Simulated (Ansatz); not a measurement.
Input of an Ansatz 0.2.0 run:

File input.yaml:

```yaml
crystal:
  lattice:
    - [-3.0335, 3.0335, 2.4385]
    - [3.0335, -3.0335, 2.4385]
    - [3.0335, 3.0335, -2.4385]
  atoms:
    - { symbol: Cu, position: [0.25, 0.25, 0.0] }
    - { symbol: Cu, position: [0.75, 0.75, 0.0] }
    - { symbol: Al, position: [0.3419, 0.1581, 0.5] }
    - { symbol: Al, position: [0.8419, 0.3419, 0.1838] }
    - { symbol: Al, position: [0.6581, 0.8419, 0.5] }
    - { symbol: Al, position: [0.1581, 0.6581, 0.8162] }
hamiltonian:
  xc: pbesol
  pseudopotentials: { kind: paw }
  dispersion: d3bjatm
kpoints:
  mp_grid: { grid: [7, 7, 7] }
scf:
  occupations: { method: fermi_dirac, width: 0.05 }
output:
  forces: true
  stress: true
  eigenvalues: true
relax:
  f_tol: 0.01
  max_steps: 40
  cell: { stress_tol: 0.05 }
```

Potentials or basis: Ansatz PAW.

Command:

```console
$ ansatz run input.yaml --threads 2 --pin off --max-ram 5632MiB --backend cpu --events-out ev --progress --plain --runs-dir out
```

Question: What does it give for the band gap on the k mesh?

Answer: None (metal or under the smearing width).

Question: What does it give for the relaxed volume?

Answer: 14.00 Å³/atom.

Question: Estimate the space group after relaxing (to 0.05 Å).

Answer: I4/mcm (No. 140).

Question: Predict the relaxed cell.

Answer: a = 4.826 Å, b = 4.826 Å, c = 4.826 Å, α = 104.19°, β = 104.19°, γ = 120.64°.

Forces on the atoms (eV/Å):
```
Cu   0.000  0.000  0.000
Cu   0.000  0.000  0.000
Al   0.002 -0.002  0.000
Al  -0.002 -0.002  0.000
Al  -0.002  0.002  0.000
Al   0.002  0.002  0.000
```

Caveat: the plane-wave basis is chosen anew once the cell has moved, so the energies of steps on either side of that aren't comparable; pairwise dispersion overbinds metals, which lowers pressure and volume; the PAW data sets come from PBE, with cores solved anew for the run's functional, which leaves a small shift of forces and pressure.
